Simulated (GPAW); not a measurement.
# Si in GPAW: convergence with k mesh

The system is Si.

```
CELL_PARAMETERS angstrom
-1.62691 1.62691 1.32033
1.62691 -1.62691 1.32033
1.62691 1.62691 -1.32033
ATOMIC_POSITIONS crystal
Si 0.00000 0.00000 0.00000
```

This isn't the form of Si at room conditions, which is diamond.

```yaml
Program: GPAW 26.7.0
Task: convergence study
Functional: r2SCAN
Potentials_or_basis: GPAW PAW data sets (gpaw-data 1.2.1)
Cutoff: 600 eV
Basis: pw
k_mesh: 3 × 3 × 3
Occupations: fermi-dirac, width 0.05 eV
Spin: no spin polarisation
```

These are the settings of the first run; the series varies k mesh, with any setting tied to it.

Hardware: 1 thread of Arm Neoverse V2 (shared host).

Q: The values tried are 3 × 3 × 3, 4 × 4 × 4, 5 × 5 × 5, 7 × 7 × 7, 8 × 8 × 8, 10 × 10 × 10, 12 × 12 × 12, 14 × 14 × 14, 17 × 17 × 17, loosest first. From which on does the energy stay within 1 meV/atom of the tightest run that finished?

A: From 14 × 14 × 14 on.

```tsv
k mesh	energy less the tightest run, at zero smearing (meV/atom)	pressure (GPa)	SCF cycles	CPU time (s)	peak memory (GiB)
3 × 3 × 3	-31.93	-2.07	13	2.7	0.14
4 × 4 × 4	120.89	-0.69	13	4.6	0.14
5 × 5 × 5	191.40	4.82	16	6	0.14
7 × 7 × 7	9.50	0.68	16	11	0.15
8 × 8 × 8	-41.31	0.94	16	15	0.15
10 × 10 × 10	-11.37	1.11	16	24	0.16
12 × 12 × 12	10.48	1.01	16	38	0.16
14 × 14 × 14	-0.82	0.45	16	54	0.18
17 × 17 × 17	0.00	0.71	16	91	0.2
```

Not settled before the last step: the pressure (to 0.1 GPa). Meshes of other sizes hit other points, so gaps and Fermi surfaces needn't settle smoothly. The tightest run that finished is the yardstick and may itself not be fully converged.

Caveat, for the tightest run too: the PAW data sets were made with another functional, which shifts forces and pressure a little.
